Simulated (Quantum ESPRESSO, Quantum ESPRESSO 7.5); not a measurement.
# 2H-MoS2, 2 layers, AA' stacking, stepped through the field along the normal

What law, if any, do the results for 2H-MoS2, 2 layers, AA' stacking follow against the field along the normal?

Program: Quantum ESPRESSO 7.5. Level of theory: plane-wave DFT, PBE, GBRV ultrasoft pseudopotentials (geometry by pw.x at PBE-D3(BJ), GBRV ultrasoft). Results are calculated unless marked as measured.

### 1. The starting structure

The cell holds 6 atoms: 4 S and 2 Mo. Cell: a = 3.180 Å, b = 3.180 Å, c = 26.725 Å, α = 90.0°, β = 90.0°, γ = 120.0°. It derives from MoS2. Vacuum lies along c.

Set-up: Cell and atoms are relaxed without a field with a D3(BJ) correction and then held. Sawtooth field with dipole correction, 17 Å of vacuum in the starting cell, Fermi-Dirac smearing of 0.002 Ry; bands along a path at each field.

Members -0.05, 0.1, -0.1, 0.2, -0.2, 0.3 and -0.3 took the same steps and show in the table alone.

### 2. Relaxing cell and ions of the reference

What the set-up leaves free in this member is relaxed.

The input, ref.relax.in:

```
&control
  prefix = 'ref.relax'
  outdir = './out'
  pseudo_dir = './pseudo'
  nstep = 80
  forc_conv_thr = 0.0004
  calculation = 'vc-relax'
  etot_conv_thr = 1e-06
/
&system
  ibrav = 0
  nat = 6
  ntyp = 2
  ecutwfc = 50
  ecutrho = 250
  vdw_corr = 'grimme-d3'
  dftd3_version = 4
  occupations = 'smearing'
  smearing = 'fd'
  degauss = 0.004
/
&electrons
  conv_thr = 1e-09
  mixing_beta = 0.4
  electron_maxstep = 120
  mixing_mode = 'plain'
/
&ions
/
&cell
  cell_dofree = '2Dxy'
  press_conv_thr = 0.3
/
ATOMIC_SPECIES
  S   32.0600  s_pbe_v1.4.uspp.F.UPF
  Mo  95.9500  mo_pbe_v1.uspp.F.UPF
CELL_PARAMETERS angstrom
  3.18000000000000 0.00000000000000 0.00000000000000
  -1.59000000000000 2.75396078403451 0.00000000000000
  0.00000000000000 0.00000000000000 26.72519547599916
ATOMIC_POSITIONS crystal
  S   0.333333333300 0.666666666700 0.318051929971
  Mo  0.000000000000 0.000000000000 0.379091665694
  S   0.333333333300 0.666666666700 0.440131401417
  S   0.000000000000 0.000000000000 0.559868598583
  Mo  0.333333333300 0.666666666700 0.620908334306
  S   0.000000000000 0.000000000000 0.681948070029
K_POINTS automatic
  12 12 1 0 0 0
```

The run is started by

```sh
$ OMP_NUM_THREADS=1 mpirun -n 4 pw.x -nk 4 -in ref.relax.in > ref.relax.out
```

The program printed:

```text
Program PWSCF v.7.5 starts
[citation notice left out]

     Parallel version (MPI & OpenMP), running on       4 processor cores
     Number of MPI processes:                 4
     Threads/MPI process:                     1

     MPI processes distributed on     1 nodes
[...]
Current dimensions of program PWSCF are:
     Max number of different atomic species (ntypx) = 10
     Max number of k-points (npk) =  40000
     Max angular momentum in pseudopotentials (lmaxx) =  4
     Message from routine setup:
     using ibrav=0 with symmetry is DISCOURAGED, use correct ibrav instead

     K-points division:     npool     =       4
     Subspace diagonalization in iterative solution of the eigenvalue problem:
     a serial algorithm will be used

     G-vector sticks info
     --------------------
     sticks:   dense  smooth     PW     G-vecs:    dense   smooth      PW
     Sum         625     499    151               105279    75593   12563

     Using Slab Decomposition

     bravais-lattice index     =            0
     lattice parameter (alat)  =       6.0093  a.u.
     unit-cell volume          =    1579.4372 (a.u.)^3
     number of atoms/cell      =            6
     number of atomic types    =            2
     number of electrons       =        52.00
     number of Kohn-Sham states=           31
     kinetic-energy cutoff     =      50.0000  Ry
     charge density cutoff     =     250.0000  Ry
     scf convergence threshold =      1.0E-09
     mixing beta               =       0.4000
     number of iterations used =            8  plain     mixing
     energy convergence thresh.=      1.0E-06
     force convergence thresh. =      4.0E-04
     press convergence thresh. =      3.0E-01
     Exchange-correlation= SLA  PW   PBE  PBE
                           (   1   4   3   4   0   0   0)
     nstep                     =           80

     celldm(1)=   6.009329  celldm(2)=   0.000000  celldm(3)=   0.000000
     celldm(4)=   0.000000  celldm(5)=   0.000000  celldm(6)=   0.000000

     crystal axes: (cart. coord. in units of alat)
               a(1) = (   1.000000   0.000000   0.000000 )
               a(2) = (  -0.500000   0.866025   0.000000 )
               a(3) = (   0.000000   0.000000   8.404150 )

     reciprocal axes: (cart. coord. in units 2 pi/alat)
               b(1) = (  1.000000  0.577350 -0.000000 )
               b(2) = (  0.000000  1.154701  0.000000 )
               b(3) = (  0.000000 -0.000000  0.118989 )

     PseudoPot. # 1 for S  read from file:
     ./pseudo/s_pbe_v1.4.uspp.F.UPF
     Pseudo is Ultrasoft + core correction, Zval =  6.0
     Generated by new atomic code, or converted to UPF format
     Using radial grid of  907 points,  6 beta functions with:
                l(1) =   0
                l(2) =   0
                l(3) =   1
                l(4) =   1
                l(5) =   2
                l(6) =   2
     Q(r) pseudized with  8 coefficients,  rinner =    1.300   1.300   1.300
                                                       1.300   1.300

     PseudoPot. # 2 for Mo read from file:
     ./pseudo/mo_pbe_v1.uspp.F.UPF
     Pseudo is Ultrasoft + core correction, Zval = 14.0
     Generated by new atomic code, or converted to UPF format
     Using radial grid of  889 points,  6 beta functions with:
                l(1) =   0
                l(2) =   0
                l(3) =   1
                l(4) =   1
                l(5) =   2
                l(6) =   2
     Q(r) pseudized with  6 coefficients,  rinner =    1.000   1.000   1.000
                                                       1.000   1.000

     atomic species   valence    mass     pseudopotential
     S                 6.00    32.06000     S ( 1.00)
     Mo               14.00    95.95000     Mo( 1.00)

     12 Sym. Ops., with inversion, found ( 6 have fractional translation)

   Cartesian axes

     site n.     atom                  positions (alat units)
         1        S      tau(   1) = (  -0.0000000   0.5773503   2.6729560  )
         2        Mo     tau(   2) = (   0.0000000   0.0000000   3.1859430  )
         3        S      tau(   3) = (  -0.0000000   0.5773503   3.6989301  )
         4        S      tau(   4) = (   0.0000000   0.0000000   4.7052194  )
         5        Mo     tau(   5) = (  -0.0000000   0.5773503   5.2182065  )
         6        S      tau(   6) = (   0.0000000   0.0000000   5.7311935  )

     --------------------------------------------
     DFT-D3 Dispersion Correction (3-body terms):
     --------------------------------------------
       Reference C6 values for interpolation:

         atom   Coordination number   C6
         S          0.000           268.01
         S          0.995           261.99
         S          1.990           251.62
         Mo         0.000          1691.79
         Mo         1.942          1004.01
         Mo        11.056           674.22

       Values used:

         atom   Coordination number  R0_AB[au]  C6      C8
         S          3.607            3.128    251.62  12327.25
         Mo         9.922            3.547    674.22  77634.20
         S          3.661            3.128    251.62  12327.25
         S          3.661            3.128    251.62  12327.25
         Mo         9.922            3.547    674.22  77634.20
         S          3.607            3.128    251.62  12327.25

         Molecular C6 ( Ry / a.u.^6 ) =     13294.63

     number of k points=    19  Fermi-Dirac smearing, width (Ry)=  0.0040
                       cart. coord. in units 2pi/alat
        k(    1) = (   0.0000000   0.0000000   0.0000000), wk =   0.0138889
        k(    2) = (   0.0000000   0.0962250   0.0000000), wk =   0.0833333
        k(    3) = (   0.0000000   0.1924501   0.0000000), wk =   0.0833333
        k(    4) = (   0.0000000   0.2886751   0.0000000), wk =   0.0833333
        k(    5) = (   0.0000000   0.3849002   0.0000000), wk =   0.0833333
        k(    6) = (   0.0000000   0.4811252   0.0000000), wk =   0.0833333
        k(    7) = (   0.0000000  -0.5773503   0.0000000), wk =   0.0416667
        k(    8) = (   0.0833333   0.1443376   0.0000000), wk =   0.0833333
        k(    9) = (   0.0833333   0.2405626   0.0000000), wk =   0.1666667
        k(   10) = (   0.0833333   0.3367877   0.0000000), wk =   0.1666667
[...]
k(   19) = (   0.3333333   0.5773503   0.0000000), wk =   0.0277778

     Dense  grid:   105279 G-vectors     FFT dimensions: (  36,  36, 256)

     Smooth grid:    75593 G-vectors     FFT dimensions: (  27,  27, 240)

[...]
ATOMIC_POSITIONS (crystal)
S                0.3333333333        0.6666666667        0.3204081574
Mo               0.0000000000        0.0000000000        0.3791823479
S                0.3333333333        0.6666666667        0.4379477890
S               -0.0000000000       -0.0000000000        0.5620522110
Mo               0.3333333333        0.6666666667        0.6208176521
S               -0.0000000000       -0.0000000000        0.6795918426

[...]
NEW-OLD atomic charge density approx. for the potential
     New effective cutoffs (rho, wfc):  255.14   51.06

     Check: negative core charge=   -0.000001

     negative rho (up, down):  2.896E-03 0.000E+00

     total cpu time spent up to now is      158.4 secs

     per-process dynamical memory:   122.2 Mb

[...]
!    total energy              =    -375.61641246 Ry
[...]
Total force =     0.002896     Total SCF correction =     0.000018
[...]
number of bfgs steps    =   3
[...]
new trust radius        =       0.0023634544 bohr
[...]
!    total energy              =    -375.61643252 Ry
[...]
Total force =     0.002867     Total SCF correction =     0.000012
[...]
number of bfgs steps    =   4
[...]
WARNING: bfgs curvature condition failed, Theta= 0.905
     new trust radius        =       0.0025997998 bohr
[...]
!    total energy              =    -375.61645370 Ry
[...]
Total force =     0.002824     Total SCF correction =     0.000022
[...]
number of bfgs steps    =   5
[...]
new trust radius        =       0.0038996998 bohr
[...]
!    total energy              =    -375.61717282 Ry
[...]
Total force =     0.004043     Total SCF correction =     0.000017
[...]
number of bfgs steps    =  14
[...]
new trust radius        =       0.0946760139 bohr
[...]
Self-consistent Calculation

     iteration #  1     ecut=    50.00 Ry     beta= 0.40
     Davidson diagonalization with overlap
     ethr =  1.00E-06,  avg # of iterations = 11.3

     negative rho (up, down):  3.035E-03 0.000E+00

     total cpu time spent up to now is      754.7 secs

     total energy              =    -375.61654265 Ry
     estimated scf accuracy    <       0.00277797 Ry

[...]
iteration # 14     ecut=    50.00 Ry     beta= 0.40
[...]
negative rho (up, down):  3.037E-03 0.000E+00

[...]
End of self-consistent calculation

          k = 0.0000 0.0000 0.0000 (  9425 PWs)   bands (ev):

   -59.3068 -59.3068 -33.4515 -33.4514 -33.2296 -33.2296 -33.2296 -33.2296
   -12.6684 -12.5329 -11.3768 -11.1639  -4.3914  -3.8758  -1.0608  -1.0608
    -1.0543  -1.0543  -0.7595   0.0520   0.0520   0.0746   0.0746   0.2802
     1.3657   2.0299   4.3507   4.3507   4.3672   4.3672   4.5769

          k =-0.0000 0.0966 0.0000 (  9445 PWs)   bands (ev):

   -59.3041 -59.3041 -33.4462 -33.4462 -33.2565 -33.2565 -33.2357 -33.2357
   -12.5636 -12.4287 -11.3304 -11.1241  -4.2737  -3.7593  -1.2949  -1.2841
    -1.0587  -0.9532  -0.9439  -0.4856  -0.1152  -0.0904   0.2336   0.6299
     1.3444   1.8891   4.2283   4.2433   4.3395   4.3955   4.4341

          k =-0.0000 0.1932 0.0000 (  9418 PWs)   bands (ev):

   -59.2968 -59.2968 -33.4317 -33.4317 -33.3294 -33.3294 -33.2523 -33.2523
   -12.2649 -12.1329 -11.1981 -11.0112  -3.9733  -3.4745  -1.8425  -1.8056
    -1.5953  -1.1811  -0.6549  -0.6360  -0.5064  -0.4788   0.2885   0.6935
     1.1884   1.4287   3.8118   4.0291   4.1477   4.1650   4.2747

          k =-0.0000 0.2899 0.0000 (  9402 PWs)   bands (ev):

   -59.2868 -59.2868 -33.4277 -33.4277 -33.4119 -33.4119 -33.2750 -33.2750
   -11.8207 -11.6966 -11.0025 -10.8468  -3.7111  -3.3244  -2.3956  -2.2300
    -2.1327  -1.8654  -0.9490  -0.9146  -0.2335  -0.2022   0.0626   0.4046
     0.8019   0.8657   3.6026   3.8986   3.9757   4.0029   4.4234

          k =-0.0000 0.3865 0.0000 (  9426 PWs)   bands (ev):

   -59.2768 -59.2768 -33.5246 -33.5245 -33.3920 -33.3920 -33.2975 -33.2975
   -11.3177 -11.2103 -10.7840 -10.6698  -3.8495  -3.6435  -2.8437  -2.6237
    -2.4383  -2.1654  -1.3181  -1.2811  -0.2220   0.0444   0.1790   0.2353
     0.5233   0.6479   3.7731   3.7771   3.8507   4.1128   4.8609

          k =-0.0000 0.4831 0.0000 (  9450 PWs)   bands (ev):

   -59.2694 -59.2694 -33.5945 -33.5945 -33.3774 -33.3773 -33.3139 -33.3139
   -10.8915 -10.8111 -10.6023 -10.5347  -4.1923  -4.0344  -3.2316  -3.0746
    -2.5976  -2.2890  -1.5577  -1.5190  -0.3782  -0.1951   0.4586   0.5424
     0.6909   0.8139   3.8012   3.8421   4.1132   4.3184   5.1744

[...]
the Fermi energy is     2.6050 ev

!    total energy              =    -375.61748526 Ry
     estimated scf accuracy    <          1.7E-11 Ry
     smearing contrib. (-TS)   =      -0.00000006 Ry
     internal energy E=F+TS    =    -375.61748520 Ry

     The total energy is F=E-TS. E is the sum of the following terms:
     one-electron contribution =   -3185.79050611 Ry
     hartree contribution      =    1598.53179196 Ry
     xc contribution           =     -72.61925702 Ry
     ewald contribution        =    1284.41599490 Ry
     DFT-D3 Dispersion         =      -0.15550894 Ry

     convergence has been achieved in  14 iterations

     negative rho (up, down):  3.037E-03 0.000E+00

     Forces acting on atoms (cartesian axes, Ry/au):

     atom    1 type  1   force =     0.00000000   -0.00000000   -0.00110916
     atom    2 type  2   force =    -0.00000000   -0.00000000    0.00051267
     atom    3 type  1   force =    -0.00000000   -0.00000000    0.00166756
     atom    4 type  1   force =    -0.00000000   -0.00000000   -0.00166756
     atom    5 type  2   force =     0.00000000    0.00000000   -0.00051267
     atom    6 type  1   force =     0.00000000   -0.00000000    0.00110916

     Total force =     0.002924     Total SCF correction =     0.000027

     Computing stress (Cartesian axis) and pressure

     negative rho (up, down):  3.037E-03 0.000E+00
          total   stress  (Ry/bohr**3)                   (kbar)     P=       -3.28
  -0.00003471  -0.00000000   0.00000000           -5.11       -0.00        0.00
   0.00000000  -0.00003471   0.00000000            0.00       -5.11        0.00
   0.00000000   0.00000000   0.00000248            0.00        0.00        0.36

     Energy error            =      3.1E-04 Ry
     Gradient error          =      1.7E-03 Ry/Bohr
     Cell gradient error     =      5.1E+00 kbar

     number of scf cycles    =  16
     number of bfgs steps    =  15

     enthalpy           old  =    -375.6171728213 Ry
     enthalpy           new  =    -375.6174852577 Ry

     CASE: enthalpy          _new < enthalpy          _old

     new trust radius        =       0.0937157921 bohr
     new conv_thr            =            4.2E-11 Ry

     new unit-cell volume =   1562.35938 a.u.^3 (   231.51777 Ang^3 )
     density =      2.29617 g/cm^3

CELL_PARAMETERS (angstrom)
   3.162761238   0.000000000   0.000000000
  -1.581380619   2.739031578   0.000000000
   0.000000000   0.000000000  26.725195476

ATOMIC_POSITIONS (crystal)
S                0.3333333333        0.6666666667        0.3281252058
Mo              -0.0000000000       -0.0000000000        0.3865555909
S                0.3333333333        0.6666666667        0.4449262002
S               -0.0000000000       -0.0000000000        0.5550737998
Mo               0.3333333333        0.6666666667        0.6134444091
S               -0.0000000000       -0.0000000000        0.6718747942

[...]
NEW-OLD atomic charge density approx. for the potential
     New effective cutoffs (rho, wfc):  252.54   50.54

     Check: negative core cha
```

It took 18 min on 4 MPI ranks of Arm Neoverse V1, shared host; peak memory 0.97 GiB; 72 min of CPU time.

Relaxation path:

```csv
step,energy less that of the first step (eV),largest force (eV/Å),volume (Å³)
1,0.0000,1.2632,234.05
2,-0.1332,0.7766,231.80
3,-0.1972,0.1984,229.56
4,-0.2001,0.0392,229.15
5,-0.2003,0.0375,229.28
6,-0.2006,0.0345,229.44
7,-0.2010,0.0302,229.64
8,-0.2014,0.0337,229.91
9,-0.2019,0.0406,230.26
10,-0.2024,0.0487,230.69
11,-0.2029,0.0559,231.08
12,-0.2037,0.0612,231.37
13,-0.2051,0.0659,231.66
14,-0.2072,0.0687,231.94
15,-0.2104,0.0616,232.14
16,-0.2147,0.0429,232.12
17,-0.2168,0.0312,231.52
18,-0.2184,0.0193,230.92
19,-0.2191,0.0016,230.12
20,-0.2191,0.0001,230.12
21,-0.2186,0.0034,230.12
```

```csv
cell as run,before,after,change
a (Å),3.180,3.153,-0.8 %
b (Å),3.180,3.153,-0.8 %
```

The atoms that moved most (Å, along periodic axes as changes of fractional coordinates times the final cell, across vacuum about the mean position):

| atom | dx | dy | dz | length |
| --- | --- | --- | --- | --- |
| S1 | 0.000 | 0.000 | 0.241 | 0.241 |
| S6 | 0.000 | 0.000 | -0.241 | 0.241 |
| Mo5 | 0.000 | 0.000 | -0.176 | 0.176 |
| Mo2 | 0.000 | 0.000 | 0.176 | 0.176 |
| S3 | 0.000 | 0.000 | 0.110 | 0.110 |
| S4 | 0.000 | 0.000 | -0.110 | 0.110 |

Final coordinates:

```cif
data_structure
_symmetry_space_group_name_H-M 'P 1'
_symmetry_Int_Tables_number 1
_cell_length_a 3.1532
_cell_length_b 3.1532
_cell_length_c 26.7252
_cell_angle_alpha 90.000
_cell_angle_beta 90.000
_cell_angle_gamma 120.000
_cell_volume 230.12
loop_
_atom_site_label
_atom_site_type_symbol
_atom_site_fract_x
_atom_site_fract_y
_atom_site_fract_z
_atom_site_occupancy
S1 S 0.33333 0.66667 0.32707 1
Mo2 Mo 0.00000 0.00000 0.38568 1
S3 S 0.33333 0.66667 0.44425 1
S4 S 0.00000 0.00000 0.55575 1
Mo5 Mo 0.33333 0.66667 0.61432 1
S6 S 0.00000 0.00000 0.67293 1
```

 The last row is no step: it is a fresh SCF in the final cell with a new plane-wave basis, +0 meV from the row before.

This step gave:

| Item | Value |
| --- | --- |
| free energy | -5110.5402 eV |
| Fermi energy | 2.675 eV |

(Continued in part 2 of 4.)

[Logs are printed without paths, hosts, clocks, repeated set-up lines and the standing remarks that a program may print on its own settings, such as how far it seeks lower states.]

[Hosts, paths, dates, database ids (printed as entryN), source tags and the programs' standing remarks are cut or masked in the printed files.]

[Maps of the electrostatic potential energy from Ansatz leave out the sawtooth potential of an applied field or a dipole correction, so their vacuum need not be flat; planar profiles and work functions include it.]
